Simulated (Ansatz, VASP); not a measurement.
# One calculation of NaF (Villiaumite), two programs

```
CELL_PARAMETERS angstrom
0.00000 2.35053 2.35053
2.35053 0.00000 2.35053
2.35053 2.35053 0.00000
ATOMIC_POSITIONS crystal
Na 0.00000 0.00000 0.00000
F 0.50000 0.50000 0.50000
```

Alike in both runs: task single point; functional LDA; k mesh 10 × 10 × 10; occupations fermi-dirac, width 0.05 eV; no spin polarisation.

```csv
,VASP,Ansatz
version,VASP 6.6.1,Ansatz 0.2.0
potentials or method,"VASP PAW LDA potentials, release 64 (Na_pv, F)",Ansatz PAW
plane-wave cutoff (eV),520,420
valence electrons in the cell,14,16
```

VASP gave:

- gap on the k mesh at the Fermi level (eV): 5.74
- least direct gap on the mesh (eV): 5.74
- pressure (GPa): -6.0

Question: Estimate Ansatz's values.

Answer: gap on the k mesh at the Fermi level (eV): 5.76; least direct gap on the mesh (eV): 5.76; pressure (GPa): -5.9.

The two sets of potentials don't hold the same shells in valence.

Caveats: the pressure holds a Pulay correction of +0.6 GPa for the finite cutoff (Ansatz); the PAW data sets come from PBE, with cores solved anew for the run's functional, which leaves a small shift of forces and pressure (Ansatz). A k mesh can miss the band edges. LDA gaps usually lie below the measured ones, often by a third to a half.
